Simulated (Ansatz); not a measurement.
Relaxed (221) slab cut from AlP (space group F-43m (No. 216)); the slab's formula is AlP, its outer planes Al (top) and P (bottom):

```yaml
crystal:
  lattice:
    - [3.86812, 0.00000, 0.00000]
    - [0.00000, 11.60436, 0.00000]
    - [0.00000, 0.00000, 26.39655]
  atoms:
    - { symbol: P, position: [0.00000, 0.61382, 0.28195] }
    - { symbol: Al, position: [0.50000, 0.68172, 0.31969] }
    - { symbol: P, position: [0.50000, 0.34632, 0.33506] }
    - { symbol: Al, position: [0.00000, 0.45802, 0.33951] }
    - { symbol: P, position: [0.00000, 0.05318, 0.34686] }
    - { symbol: Al, position: [0.50000, 0.15635, 0.36739] }
    - { symbol: P, position: [0.50000, 0.78626, 0.39600] }
    - { symbol: Al, position: [0.00000, 0.90327, 0.40357] }
    - { symbol: P, position: [0.00000, 0.51220, 0.42950] }
    - { symbol: Al, position: [0.50000, 0.62045, 0.44749] }
    - { symbol: P, position: [0.50000, 0.22872, 0.45450] }
    - { symbol: Al, position: [0.00000, 0.33603, 0.47317] }
    - { symbol: P, position: [0.00000, 0.95225, 0.49335] }
    - { symbol: Al, position: [0.50000, 0.06550, 0.50659] }
    - { symbol: P, position: [0.50000, 0.67341, 0.53667] }
    - { symbol: Al, position: [0.00000, 0.79066, 0.54628] }
    - { symbol: P, position: [0.00000, 0.38545, 0.56230] }
    - { symbol: Al, position: [0.50000, 0.49404, 0.58033] }
    - { symbol: P, position: [0.50000, 0.12292, 0.59393] }
    - { symbol: Al, position: [0.00000, 0.22520, 0.61817] }
    - { symbol: P, position: [0.00000, 0.83953, 0.63909] }
    - { symbol: Al, position: [0.50000, 0.93831, 0.62176] }
    - { symbol: P, position: [0.50000, 0.55696, 0.67045] }
    - { symbol: Al, position: [0.00000, 0.63754, 0.63658] }
    - { symbol: P, position: [0.00000, 0.25851, 0.70639] }
    - { symbol: Al, position: [0.50000, 0.36335, 0.69343] }
```

Level of theory: Ansatz, DFT PBEsol, scalar-relativistic, plane waves, PAW. Cutoff 420 eV; k points 7×3×1 on the computed 26-atom cell (Γ-centred); Gaussian smearing, width 0.05 eV; no spin polarisation. A dipole correction removes the field between periodic images along c.

The potential is the smooth part; its values at the atoms depend on the PAW datasets.

Problem. How does the plane-averaged electrostatic potential energy of an electron run along c, counted from the Fermi level?

Solution. z (Å), V (eV) and a bar:
```
     2.64       5.84 ##############################
     2.93       5.84 ##############################
     3.23       5.84 ##############################
     3.52       5.84 ##############################
     3.81       5.84 ##############################
     4.11       5.84 ##############################
     4.40       5.84 ##############################
     4.69       5.84 ##############################
     4.99       5.83 ##############################
     5.28       5.82 ##############################
     5.57       5.79 ##############################
     5.87       5.72 ##############################
     6.16       5.56 #############################
     6.45       5.20 ############################
     6.75       4.37 ##########################
     7.04       2.94 #######################
     7.33       1.69 ###################
     7.63       0.90 #################
     7.92       0.43 ################
     8.21      -0.53 ##############
     8.51      -2.76 ########
     8.80      -4.91 ##
     9.09      -5.59 #
     9.39      -4.21 ####
     9.68      -2.31 #########
     9.97      -1.88 ##########
    10.27      -2.32 #########
    10.56      -2.34 #########
    10.85      -2.71 ########
    11.15      -3.32 ######
    11.44      -3.87 #####
    11.73      -4.22 ####
    12.03      -4.01 #####
    12.32      -3.64 ######
    12.61      -3.48 ######
    12.90      -3.46 ######
    13.20      -2.97 #######
    13.49      -2.44 #########
    13.78      -2.96 #######
    14.08      -3.67 #####
    14.37      -4.33 ####
    14.66      -4.84 ##
    14.96      -4.79 ###
    15.25      -4.75 ###
    15.54      -5.01 ##
    15.84      -5.60
    16.13      -5.48 #
    16.42      -5.48 #
    16.72      -5.78
    17.01      -5.52 #
    17.30      -4.63 ###
    17.60      -3.59 ######
    17.89      -2.84 ########
    18.18      -2.35 #########
    18.48      -1.82 ##########
    18.77      -1.07 ############
    19.06       0.54 ################
    19.36       2.37 #####################
    19.65       3.35 ########################
    19.94       3.79 #########################
    20.24       3.98 #########################
    20.53       4.07 #########################
    20.82       4.10 ##########################
    21.12       4.12 ##########################
    21.41       4.12 ##########################
    21.70       4.13 ##########################
    22.00       4.13 ##########################
    22.29       4.13 ##########################
    22.58       4.13 ##########################
    22.88       4.13 ##########################
    23.17       4.13 ##########################
    23.46       4.13 ##########################
```

The vacuum level lies 4.13 eV (top face) and 5.84 eV (bottom face) above the Fermi level.

Cost: 1 run of about 26 core-minutes, on Intel Xeon 6975P-C (Granite Rapids) (shared hosts).